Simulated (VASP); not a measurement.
Runs of VASP 6.6.1 on Hf. It takes space group Fm-3m (No. 225, cubic). Conventional cell: a = 4.471 Å, b = 4.471 Å, c = 4.471 Å, α = 90.00°, β = 90.00°, γ = 90.00°. Around Hf (site symmetry m-3m) lie 12 Hf at 3.16 Å. This isn't the form of Hf at room conditions, which is hcp.

```csv
task,level,potentials or basis,cell,k mesh,cutoff (eV),mesh quality,gap on the mesh (eV),pressure (GPa),relaxed volume (Å³/atom)
relaxation of cell and atoms,PBEsol,"VASP PAW PBE potentials, release 64 (Hf)",relaxed,16 × 16 × 16,580,not flagged,none,0.0,(a)
relaxation of cell and atoms,RPBE,"VASP PAW PBE potentials, release 64 (Hf_pv)",relaxed,16 × 16 × 16,600,not flagged,none,0.0,23.11
relaxation of cell and atoms,PBE+D3(BJ),"VASP PAW PBE potentials, release 64 (Hf_pv)",relaxed,16 × 16 × 16,600,not flagged,none,0.0,21.72
relaxation of cell and atoms,PBE,"VASP PAW PBE potentials, release 64 (Hf_pv)",relaxed,16 × 16 × 16,600,not flagged,none,0.0,22.46
relaxation of cell and atoms,PBEsol,"VASP PAW PBE potentials, release 64 (Hf_pv)",relaxed,6 × 6 × 6,600,coarse,none,0.0,(c)
single point,PBEsol,"VASP PAW PBE potentials, release 64 (Hf_pv)",as given,16 × 16 × 16,520,not flagged,none,-4.0,-
relaxation of cell and atoms,PBEsol,"VASP PAW PBE potentials, release 64 (Hf_pv)",relaxed,16 × 16 × 16,600,not flagged,none,0.0,(b)
relaxation of cell and atoms,PBEsol,"VASP PAW PBE potentials, release 64 (Hf_pv)",relaxed,16 × 16 × 16,300,not flagged,none,0.0,21.42
```

Alike in all rows: no spin polarisation; smearing gaussian 0.1 eV.

Question: Fill in the values left out.

Answer: (a) 21.39; (b) 21.48; (c) 21.46.

Caveats: some runs use coarse meshes; the PAW data sets were made with another functional, which shifts forces and pressure a little (some runs); pairwise dispersion overbinds metals, which lowers pressure and volume (some runs).

A k mesh can miss the band edges, and the runs leave out spin-orbit coupling on Hf.

A gap of «none» marks a metal or a gap under the smearing width.

The runs don't all hold the same shells in valence.
